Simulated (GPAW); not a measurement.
# TePb (Fm-3m) in GPAW: a series of runs

The runs below take TePb through single point, relaxation of cell and atoms, with LDA, PBE.

Program: GPAW 26.7.0. These are calculated values, not measurements. Logs are shortened: lines on timing, memory, paths and dates and some standing lists are left out, and cuts for length are marked. The log counts tension as positive stress, the text compression.

**The experiment to reproduce.**

A printed reference work, monograph reports, for a bulk crystal of TePb at 4.2 K: band gap 0.19 eV (direct).

The results are compared with them further down.

## 1. The crystal as given

It takes space group Fm-3m (No. 225, cubic). Conventional cell: a = 6.462 Å, b = 6.462 Å, c = 6.462 Å, α = 90.00°, β = 90.00°, γ = 90.00°. Pb (site symmetry m-3m) has 6 Te at 3.23 Å as nearest neighbours. Around Te (site symmetry m-3m) lie 6 Pb at 3.23 Å.

## 2. Single point, LDA

run.py

```python
from ase.dft.bandgap import bandgap
from ase.io import read, write
from ase.units import GPa
from gpaw import GPAW, PW

atoms = read('POSCAR')

calc = GPAW(mode=PW(500),
            xc='LDA',
            kpts={'size': (6, 6, 6), 'gamma': True},
            occupations={'name': 'fermi-dirac', 'width': 0.05},
            nbands=19,
            convergence={'density': 1e-05, 'energy': 1e-05},
            maxiter=80,
            txt='gpaw.txt')
atoms.calc = calc
energy = atoms.get_potential_energy()
forces = atoms.get_forces()
stress = atoms.get_stress()
calc.write('gs.gpw')
write('result.traj', atoms)
print(f'Energy: {energy:.6f} eV')
print('Forces (eV/A):')
print(forces.round(4))
print('Stress (GPa):', (stress / GPa).round(3))
print('Fermi level:', round(calc.get_fermi_level(), 4), 'eV')
print(f'Gap: {bandgap(calc)[0]:.4f} eV, direct: {bandgap(calc, direct=True)[0]:.4f} eV')
```

POSCAR

```
TePb
1.0
    0.0000000000      3.2310000000      3.2310000000
    3.2310000000      0.0000000000      3.2310000000
    3.2310000000      3.2310000000      0.0000000000
Pb Te
1 1
Direct
    0.0000000000      0.0000000000      0.0000000000
    0.5000000000      0.5000000000      0.5000000000
```

Potentials or basis: the program's PAW data sets (release 1.2.1) made for this functional, pw.

On the command line:

```console
$ OMP_NUM_THREADS=1 python run.py
```

gpaw.txt:

```text
__  _  _
 | _ |_)|_||  |
 |__||  | ||/\| - 26.7.0

Input parameters:
  mode=PW(ecut=500.0),
  convergence={'density': 1e-05, 'energy': 1e-05},
  kpts=MonkhorstPack(size=(6, 6, 6), gamma=True),
  maxiter=80,
  nbands=19,
  occupations=Occupations(name='fermi-dirac', width=0.05),
  xc=XC(name='LDA')

Diagonalizing LCAO Hamiltonian
Converting LCAO to pw mode

                 Te

       Pb

Atoms  # Å, Bohr magnetons
|   | symbol |        x |        y |        z |    initial magnetic moments |
|---|--------|----------|----------|----------|-----------------------------|
| 0 |     Pb | 0.000000 | 0.000000 | 0.000000 | ( 0.0000,  0.0000,  0.0000) |
| 1 |     Te | 3.231000 | 3.231000 | 3.231000 | ( 0.0000,  0.0000,  0.0000) |

Unit cell  # Å
| periodic |        x |        y |        z |  lengths |    angles |
|----------|----------|----------|----------|----------|-----------|
|      yes | 0.000000 | 3.231000 | 3.231000 | 4.569324 | 60.000000 |
|      yes | 3.231000 | 0.000000 | 3.231000 | 4.569324 | 60.000000 |
|      yes | 3.231000 | 3.231000 | 0.000000 | 4.569324 | 60.000000 |

Number of symmetries: 48
Symmetry operations  # r_c * U_cc + t_c -> r_c
|    | kind |            matrix            |
|----|------|------------------------------|
|  0 |  σ   |  1, 0, 0,  1, 0,-1,  1,-1, 0 |
|  1 |  C2  |  1, 0, 0,  1,-1, 0,  1, 0,-1 |
|  2 |  E   |  1, 0, 0,  0, 1, 0,  0, 0, 1 |
|  3 |  σ   |  1, 0, 0,  0, 0, 1,  0, 1, 0 |
|  4 |  C4  |  1, 0,-1,  1, 0, 0,  1,-1, 0 |
|  5 |  S6  |  1, 0,-1,  1,-1, 0,  1, 0, 0 |
|  6 |  σ   |  1, 0,-1,  0, 1,-1,  0, 0,-1 |
|  7 |  C3  |  1, 0,-1,  0, 0,-1,  0, 1,-1 |
|  8 |  S6  |  1,-1, 0,  1, 0, 0,  1, 0,-1 |
|  9 |  C4  |  1,-1, 0,  1, 0,-1,  1, 0, 0 |
| 10 |  C3  |  1,-1, 0,  0,-1, 1,  0,-1, 0 |
| 11 |  σ   |  1,-1, 0,  0,-1, 0,  0,-1, 1 |
| 12 |  σ   |  0, 1, 0,  1, 0, 0,  0, 0, 1 |
| 13 |  C4  |  0, 1, 0,  0, 1,-1, -1, 1, 0 |
| 14 |  C3  |  0, 1, 0,  0, 0, 1,  1, 0, 0 |
| 15 |  S6  |  0, 1, 0, -1, 1, 0,  0, 1,-1 |
| 16 |  C2  |  0, 1,-1,  1, 0,-1,  0, 0,-1 |
| 17 |  σ   |  0, 1,-1,  0, 1, 0, -1, 1, 0 |
| 18 |  S4  |  0, 1,-1,  0, 0,-1,  1, 0,-1 |
| 19 |  C4  |  0, 1,-1, -1, 1, 0,  0, 1, 0 |
| 20 |  C3  |  0, 0, 1,  1, 0, 0,  0, 1, 0 |
| 21 |  σ   |  0, 0, 1,  0, 1, 0,  1, 0, 0 |
| 22 |  S6  |  0, 0, 1,  0,-1, 1, -1, 0, 1 |
| 23 |  C4  |  0, 0, 1, -1, 0, 1,  0,-1, 1 |
| 24 |  S4  |  0, 0,-1,  1, 0,-1,  0, 1,-1 |
| 25 |  C3  |  0, 0,-1,  0, 1,-1,  1, 0,-1 |
| 26 |  C2  |  0, 0,-1,  0,-1, 0, -1, 0, 0 |
| 27 |  S6  |  0, 0,-1, -1, 0, 0,  0,-1, 0 |
| 28 |  S4  |  0,-1, 1,  1,-1, 0,  0,-1, 0 |
| 29 |  C4  |  0,-1, 1,  0, 0, 1, -1, 0, 1 |
| 30 |  C2  |  0,-1, 1,  0,-1, 0,  1,-1, 0 |
| 31 |  σ   |  0,-1, 1, -1, 0, 1,  0, 0, 1 |
| 32 |  C3  |  0,-1, 0,  1,-1, 0,  0,-1, 1 |
| 33 |  S6  |  0,-1, 0,  0, 0,-1, -1, 0, 0 |
| 34 |  S4  |  0,-1, 0,  0,-1, 1,  1,-1, 0 |
| 35 |  C2  |  0,-1, 0, -1, 0, 0,  0, 0,-1 |
| 36 |  C2  | -1, 1, 0,  0, 1, 0,  0, 1,-1 |
| 37 |  S6  | -1, 1, 0,  0, 1,-1,  0, 1, 0 |
| 38 |  S4  | -1, 1, 0, -1, 0, 1, -1, 0, 0 |
| 39 |  C3  | -1, 1, 0, -1, 0, 0, -1, 0, 1 |
| 40 |  S6  | -1, 0, 1,  0, 0, 1,  0,-1, 1 |
| 41 |  C2  | -1, 0, 1,  0,-1, 1,  0, 0, 1 |
| 42 |  C3  | -1, 0, 1, -1, 1, 0, -1, 0, 0 |
| 43 |  S4  | -1, 0, 1, -1, 0, 0, -1, 1, 0 |
| 44 |  C2  | -1, 0, 0,  0, 0,-1,  0,-1, 0 |
| 45 |  i   | -1, 0, 0,  0,-1, 0,  0, 0,-1 |
| 46 |  σ   | -1, 0, 0, -1, 1, 0, -1, 0, 1 |
| 47 |  C2  | -1, 0, 0, -1, 0, 1, -1, 1, 0 |

BZ-sampling:
  Number of BZ points: 216
  Number of IBZ points: 16

  Monkhorst-Pack size: [6, 6, 6]
  Monkhorst-Pack shift: [0.08333333333333333, 0.08333333333333333, 0.08333333333333333]

K-points  # in reciprocal-cell coordinates
|     |                                coordinates |     weight |
|-----|--------------------------------------------|------------|
|   0 | (  0.00000000,   0.00000000,   0.00000000) | 0.00462963 |
|   1 | (  0.16666667,   0.16666667,   0.00000000) | 0.02777778 |
|   2 | (  0.16666667,   0.16666667,   0.16666667) | 0.03703704 |
|   3 | (  0.33333333,   0.16666667,   0.16666667) | 0.05555556 |
|   4 | (  0.33333333,   0.33333333,  -0.33333333) | 0.05555556 |
|   5 | (  0.33333333,   0.33333333,   0.00000000) | 0.02777778 |
|   6 | (  0.33333333,   0.33333333,   0.16666667) | 0.11111111 |
|   7 | (  0.33333333,   0.33333333,   0.33333333) | 0.03703704 |
|   8 | (  0.50000000,   0.33333333,  -0.33333333) | 0.11111111 |
|   9 | (  0.50000000,   0.33333333,  -0.16666667) | 0.05555556 |
| ... |                                            |            |
|  15 | (  0.50000000,   0.50000000,   0.50000000) | 0.01851852 |

Plane wave coefficients: 1736
Cutoff: 500.0 eV

Spin-components: 1 (collinear spins)
Bands:           19
Projectors:      11
Spin-degeneracy: 2
Datatype:        complex128

Density:
  Valence electrons: 20.0
  Components: 1
  Grid points: [24 24 24]
  Charge: 0.0  # |e|

Potential:
  Grid points: [24 24 24]

species:
  Pb:
    name:    Lead
    Z:       82.0
    valence: 14
    core:    68
    charge:  0.0  # [|e|]
    compensation charges:
      type: gauss
      rc: 0.38  # [Å]
      lmax: 2
    cutoffs:
      filter: 2.36  # [Å]
      core: 2.43  # [Å]
    projectors
    | kind |    occ | energy [eV] | rcut [Å] |
    |------|--------|-------------|----------|
    |   6s |  2.000 |     -12.249 |    1.259 |
    |   6p |  2.000 |      -3.713 |    1.275 |
    |   5d | 10.000 |     -21.326 |    1.217 |
    |    s |        |      14.962 |    1.259 |
    |    p |        |      23.498 |    1.275 |
    |    d |        |       5.885 |    1.217 |

    Using partial waves for Pb as LCAO basis

  Te:
    name:    Tellurium
    Z:       52.0
    valence: 6
    core:    46
    charge:  0.0  # [|e|]
    compensation charges:
      type: gauss
      rc: 0.36  # [Å]
      lmax: 2
    cutoffs:
      filter: 2.09  # [Å]
      core: 3.17  # [Å]
    projectors
    | kind |    occ | energy [eV] | rcut [Å] |
    |------|--------|-------------|----------|
    |   5s |  2.000 |     -15.337 |    1.180 |
    |   5p |  4.000 |      -6.113 |    1.196 |
    |    s |        |      11.875 |    1.180 |
    |    p |        |      21.098 |    1.196 |
    |    d |        |       0.000 |    1.238 |

    Using partial waves for Te as LCAO basis

Reference energy: -751608.429774  # eV

eigensolver:
  PPCG
  Converge bands: occupied
  niter=2

density mixing:
  MSR1-Mixer
  Pratt-step length: 0.05
  Maximum mixing coefficient: 0.75
  Old densities: 10
  SVD Regularization: 0.005
  Good broyden scale: 1.0
  Trust region scale: 1.0
  Backstep threshold: 4.0
  History deletion threshold: 6.0
  Fourier metric: weight=20.0, sigma=0.015

occupation numbers:
  Fermi-Dirac:
    width: 0.0500  # eV

poisson solver:
  ecut: 4000.0  # eV

xc functional:
  name: None

convergence criteria:
- Maximum integral of absolute [dens]ity change: 1e-05 electrons / valence electron
- Maximum [total energy] change in last 3 cyles: 1e-05 eV / valence electron
- Maximum integral of absolute [eigenst]ate change: 4e-08 eV^2 / valence electron
maximum number of iterations: 80

SCF iterations
|iter     | |      energy | eigst |  dens |
|---------|-|-------------|-------|-------|
|iter:   1| |   -9.200721 | -0.15 |       |
|iter:   2| |   -9.178998 | -2.03 | -1.37 |
|iter:   3| |   -9.087093 | -2.27 | -1.42 |
|iter:   4| |   -9.086274 | -4.05 | -2.02 |
|iter:   5| |   -9.086159 | -4.72 | -2.48 |
|iter:   6| |   -9.086159c| -6.23 | -3.38 |
|iter:   7| |   -9.086160c| -7.21 | -4.00 |
|iter:   8| |   -9.086160c| -7.57c| -4.62 |
|iter:   9| |   -9.086160c| -7.99c| -5.54c|

Converged in 9 steps
Energy contributions relative to reference atoms: (reference = -751608.429774)

Energy contributions:
  Kinetic:          14.713289
  Coulomb:         -15.503562
  Zero:              0.108339
  External:          0.000000
  Xc:               -8.404196
  Entropy:          -0.000059
  Spinorbit:         0.000000
  ----------------------------
  Free energy:      -9.086189
  Extrapolated:     -9.086160

dipole moment: (-27.420238, -27.420238, -27.420238)  # |e|*Ang

Fermi level: 5.644
Eigenvalues  # (at kpt = [0.000, 0.000, 0.000])
| band index |      eig [eV] | occ [0-2] |
|------------|---------------|-----------|
|          0 |       -11.289 |     2.000 |
|        ... |               |           |
|          2 |       -11.271 |     2.000 |
|          3 |       -11.271 |     2.000 |
|          4 |       -11.271 |     2.000 |
|          5 |        -6.724 |     2.000 |
|          6 |        -0.349 |     2.000 |
|          7 |         3.981 |     2.000 |
|          8 |         3.981 |     2.000 |
|          9 |         3.981 |     2.000 |
|         10 |         9.299 |     0.000 |
|         11 |         9.299 |     0.000 |
|         12 |         9.299 |     0.000 |
|         13 |        11.178 |     0.000 |
|         14 |        11.178 |     0.000 |
|         15 |        11.178 |     0.000 |
|         16 |        12.641 |     0.000 |
|         17 |        12.859 |     0.000 |
|         18 |        13.452 |     0.000 |

Gap: 0.615 eV
Transition (v -> c):
  (s=0, k=15, n=9, [0.50, 0.50, 0.50]) -> (s=0, k=15, n=10, [0.50, 0.50, 0.50])
No difference between direct/indirect transitions

Forces  # eV/Ang
|       x |        y |       z |
|---------|----------|---------|
| 0.00000 | -0.00000 | 0.00000 |  # Pb   0
| 0.00000 | -0.00000 | 0.00000 |  # Te   1

Stress tensor  # eV/Ang^3
|        x |        y |        z |
|----------|----------|----------|
| 0.013421 | 0.000000 | 0.000000 |
| 0.000000 | 0.013421 | 0.000000 |
| 0.000000 | 0.000000 | 0.013421 |

# Writing to gs.gpw (mode='')
```

Wall time 8.3 s (1 thread of Arm Neoverse V2, shared host); peak memory 0.15 GiB.

Results:

```
Free energy            : -9.0862 eV
Pressure               : -2.2 GPa
Band gap on the k mesh : 0.62 eV, direct
```

Caveat: the cutoff is short for stress and forces, so pressures can be off by a GPa or more; spin-orbit coupling is left out, which as a rule narrows the gap of such compounds by several tenths of an eV.

## 3. Single point, PBE

run.py

```python
from ase.dft.bandgap import bandgap
from ase.io import read, write
from ase.units import Bohr, GPa
from gpaw import GPAW, PW
from gpaw.elf import elf_from_dft_calculation

atoms = read('TePb.xyz')

calc = GPAW(mode=PW(600),
            xc='PBE',
            kpts={'size': (7, 7, 7), 'gamma': True},
            occupations={'name': 'methfessel-paxton', 'order': 0, 'width': 0.011},
            nbands=19,
            convergence={'density': 1e-05, 'energy': 1e-05},
            maxiter=150,
            txt='gpaw.txt')
atoms.calc = calc
energy = atoms.get_potential_energy()
forces = atoms.get_forces()
stress = atoms.get_stress()
calc.write('gs.gpw')
write('result.traj', atoms)
print(f'Energy: {energy:.6f} eV')
print('Forces (eV/A):')
print(forces.round(4))
print('Stress (GPa):', (stress / GPa).round(3))
print('Fermi level:', round(calc.get_fermi_level(), 4), 'eV')
print(f'Gap: {bandgap(calc)[0]:.4f} eV, direct: {bandgap(calc, direct=True)[0]:.4f} eV')

# fields on the real-space grid
write('density.cube', atoms, data=calc.get_pseudo_density() * Bohr**3)
write('potential.cube', atoms, data=calc.get_electrostatic_potential())
write('elf.cube', atoms, data=elf_from_dft_calculation(calc).data)
```

TePb.xyz

```xyz
2
Lattice="0.0000000000 3.2310000000 3.2310000000 3.2310000000 0.0000000000 3.2310000000 3.2310000000 3.2310000000 0.0000000000" Properties=species:S:1:pos:R:3 pbc="T T T"
Pb     0.0000000000      0.0000000000      0.0000000000
Te     3.2310000000      3.2310000000      3.2310000000
```

Potentials or basis: GPAW PAW data sets (gpaw-data 1.2.1), pw.

On the command line:

```console
$ OMP_NUM_THREADS=1 python run.py
```

Wall time 15 s (1 thread of Arm Neoverse V2, shared host); peak memory 0.17 GiB.

Results (log left out):

```yaml
Free_energy: -7.8016 eV
Pressure: 1.8 GPa
```

Levels at points of the mesh, in eV from the Fermi level:
| k point | band 8 | band 9 | band 10 | band 11 | band 12 | band 13 |
| --- | --- | --- | --- | --- | --- | --- |
| (0.00, 0.00, 0.00) | -1.95 | -1.95 | -1.95 | 3.47 | 3.47 | 3.47 |

Caveat: this odd mesh misses L, where the gap lies, so gap, dielectric constants and Born charges aren't listed.

## 4. Relaxation of cell and atoms, PBE

run.py

```python
from ase import Atoms
from ase.filters import FrechetCellFilter
from ase.io import write
from ase.optimize import BFGS
from gpaw import GPAW, PW

atoms = Atoms(['Pb', 'Te'],
              cell=[[0.0, 3.231, 3.231],
                    [3.231, 0.0, 3.231],
                    [3.231, 3.231, 0.0]],
              scaled_positions=[[0.0, 0.0, 0.0],
                                [0.5, 0.5, 0.5]],
              pbc=True)

calc = GPAW(mode=PW(600),
            xc='PBE',
            kpts={'size': (7, 7, 7), 'gamma': True},
            occupations={'name': 'fermi-dirac', 'width': 0.05},
            nbands=19,
            convergence={'density': 1e-05, 'forces': 0.0001},
            maxiter=150,
            txt='gpaw.txt')
atoms.calc = calc
opt = BFGS(FrechetCellFilter(atoms), trajectory='relax.traj', logfile='-')
done = opt.run(fmax=0.02, steps=40)
calc.write('gs.gpw')
write('result.traj', atoms)
print('Converged:', done)
print('Cell:', atoms.cell.cellpar().round(4))
print('Volume:', round(atoms.get_volume(), 4))
print(atoms.get_scaled_positions().round(5))
```

On the command line:

```console
$ OMP_NUM_THREADS=1 python run.py
```

Wall time 45 s (1 thread of Arm Neoverse V2, shared host); peak memory 0.2 GiB.

The run converged. Its results:

- Free energy: -7.8179 eV
- Relaxed volume: 35.15 Å³/atom
- Relaxed cell: a = 4.632 Å, b = 4.632 Å, c = 4.632 Å, α = 60.00°, β = 60.00°, γ = 60.00°
- Space group after relaxing (to 0.05 Å): Fm-3m (No. 225)
- Energy gained by relaxing: 8.2 meV/atom
- Ionic steps: 3
- Pressure after relaxing: 0.1 GPa

The path:
```tsv
step	energy change (eV)	largest force (eV/Å)	pressure (GPa)	volume (Å³)
1	0.0000	0.0000	1.83	67.46
2	-0.0057	0.0000	1.45	68.02
3	-0.0163	0.0000	0.07	70.29
```

Final structure:
```yaml
crystal:
  lattice:
    - [0.00000, 3.27564, 3.27564]
    - [3.27564, 0.00000, 3.27564]
    - [3.27564, 3.27564, 0.00000]
  atoms:
    - { symbol: Pb, position: [0.00000, 0.00000, 0.00000] }
    - { symbol: Te, position: [0.50000, 0.50000, 0.50000] }
```

Levels at points of the mesh, in eV from the Fermi level:
| k point | band 8 | band 9 | band 10 | band 11 | band 12 | band 13 |
| --- | --- | --- | --- | --- | --- | --- |
| (0.00, 0.00, 0.00) | -1.66 | -1.66 | -1.66 | 3.55 | 3.55 | 3.55 |

Caveat: this odd mesh misses L, where the gap lies, so gap, dielectric constants and Born charges aren't listed; later steps reuse the first step's grids.

(Continued in part 2 of 2.)
